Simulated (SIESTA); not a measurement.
**MgS (Niningerite) under changes of volume**

One of the cells (17.609 Å³/atom); the others are scaled copies at fixed shape and fractional positions:

```
S Mg
1.0
     0.00000    2.60165    2.60165
     2.60165    0.00000    2.60165
     2.60165    2.60165    0.00000
S Mg
1 1
Direct
  0.50000 0.50000 0.50000
  0.00000 0.00000 0.00000
```

| Quantity | Value |
| --- | --- |
| Program | SIESTA 5.4.2 |
| Functional | LDA |
| Potentials or basis | PseudoDojo 0.4 standard (LDA files) |
| Basis | DZP (energy shift 0.003 Ry; two zetas on semicore shells) |
| Grid cutoff | 800 Ry |
| Energy shift | 0.003 Ry |
| k mesh | 9 × 9 × 9 |
| Occupations | fermi-dirac, width 0.05 eV |
| Spin | no spin polarisation |

```tsv
volume (Å³/atom)	energy over the lowest point (meV/atom)	pressure (GPa)	gap on the mesh (eV)
16.553	11.43	4.6	2.74
16.905	3.61	2.6	2.70
17.257	0.00	0.8	2.67
17.609	0.21	-0.9	2.63
17.962	3.80	-2.4	2.59
18.314	?	?	?
18.666	19.90	-4.9	2.51
```

What does the run at 18.314 Å³/atom give?

Energy over the lowest point 10.46 meV/atom; pressure -3.7 GPa; gap on the mesh 2.55 eV.

Worked out: A Birch-Murnaghan fit of order 3 (a polynomial in V^(-2/3)) to the other rows has its minimum at 17.41 Å³/atom with B0 = V·E''(V) = 81 GPa and B' = 4.3. It gives 10.48 meV/atom at 18.314 Å³/atom, against the run's 10.46, and -dE/dV = -3.7 GPa, against -3.7. A straight line through the other rows of the gap, of slope -1.9 eV per unit of ln V, gives 2.55 eV, against the run's 2.55.

Energies are extrapolated to zero smearing.

Caveats: an odd mesh through Γ misses points on the zone boundary, where band edges often lie; the basis of atomic orbitals isn't converged, which shifts pressures, moduli and gaps.
